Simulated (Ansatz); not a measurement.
## ⁴⁷Ti fingerprints of the forms of BaTiO₃

Computed with Ansatz: DFT, PBE, plane waves and PAW, scalar-relativistic, 420 eV cutoff. Q(⁴⁷Ti) = 302.0 mb, I = 5/2. The cells come from the COD and the Materials Project (computed, not necessarily observed phases), with the atoms as given or relaxed (PBE, cell held). Calculated pressures reach 5 GPa in size in them. Spin–orbit coupling is left out, which moves gradients at and beside heavy atoms (Ba) by some per cent and at some sites by far more.

**Question.** Rank the structures by their largest ⁴⁷Ti |C_Q|, smallest first.
A.
BaTiO3
Space group Pm-3m (No. 221); a = 4.0077 Å.

| site | Wyckoff | site symmetry | x | y | z |
| --- | --- | --- | --- | --- | --- |
| Ba | 1b | m-3m | 0.5000 | 0.5000 | 0.5000 |
| Ti | 1a | m-3m | 0.0000 | 0.0000 | 0.0000 |
| O | 3d | 4/mm.m | 0.5000 | 0.0000 | 0.0000 |
B.
BaTiO3
Space group P4mm (No. 99); a = 3.9998, c = 4.0180 Å.

| site | Wyckoff | site symmetry | x | y | z |
| --- | --- | --- | --- | --- | --- |
| Ba | 1a | 4mm | 0.0000 | 0.0000 | 0.9970 |
| Ti | 1b | 4mm | 0.5000 | 0.5000 | 0.4827 |
| O3 | 1b | 4mm | 0.5000 | 0.5000 | 0.0223 |
| O4 | 2c | 2mm. | 0.5000 | 0.0000 | 0.5130 |
C.
BaTiO3
```cif
data_BaTiO3
_symmetry_space_group_name_H-M 'R3m:H'
_symmetry_Int_Tables_number 160
_cell_length_a 5.6553
_cell_length_b 5.6553
_cell_length_c 6.9532
_cell_angle_alpha 90.000
_cell_angle_beta 90.000
_cell_angle_gamma 120.000
loop_
_atom_site_label
_atom_site_type_symbol
_atom_site_symmetry_multiplicity
_atom_site_Wyckoff_symbol
_atom_site_fract_x
_atom_site_fract_y
_atom_site_fract_z
Ba Ba 3 a 0.0000 0.0000 0.9980
Ti Ti 3 a 0.0000 0.0000 0.4864
O O 9 b 0.1645 0.3289 0.3456
```

**Answer.** A (0 MHz), B (0.767 MHz), C (7.81 MHz).
